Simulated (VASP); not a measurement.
Crystal: Pt.

```xyz
1
Lattice="0.0000 1.9609 1.9609 1.9609 0.0000 1.9609 1.9609 1.9609 0.0000" Properties=species:S:1:pos:R:3 pbc="T T T"
Pt    0.0000    0.0000    0.0000
```

* Program: VASP 6.6.1
* Task: relaxation of cell and atoms
* Functional: PBE
* Potentials or basis: VASP PAW PBE potentials, release 64 (Pt_sv_GW)
* Cutoff: 680 eV
* k mesh: 12 × 12 × 12
* Occupations: fermi-dirac, width 0.05 eV
* Spin: no spin polarisation

At the start: pressure 9.9 GPa; volume 15.08 Å³/atom.

How do energy, volume and symmetry change on relaxing?

Over 4 steps the energy falls by 16.3 meV/atom and the volume is 15.63 Å³/atom (+3.7 %); space group Fm-3m (No. 225, to 0.05 Å).

The path:
```
step  energy change (eV)  largest force (eV/Å)  pressure (GPa)  volume (Å³)
   1              0.0000                0.0000            9.87        15.08
   2              0.0847                0.0000          -18.51        17.20
   3             -0.0163                0.0000           -0.30        15.65
   4             -0.0163                0.0000           -0.02        15.63
```

Final structure:
```
CELL_PARAMETERS angstrom
0.00000 1.98449 1.98449
1.98449 0.00000 1.98449
1.98449 1.98449 0.00000
ATOMIC_POSITIONS crystal
Pt 0.00000 0.00000 0.00000
```
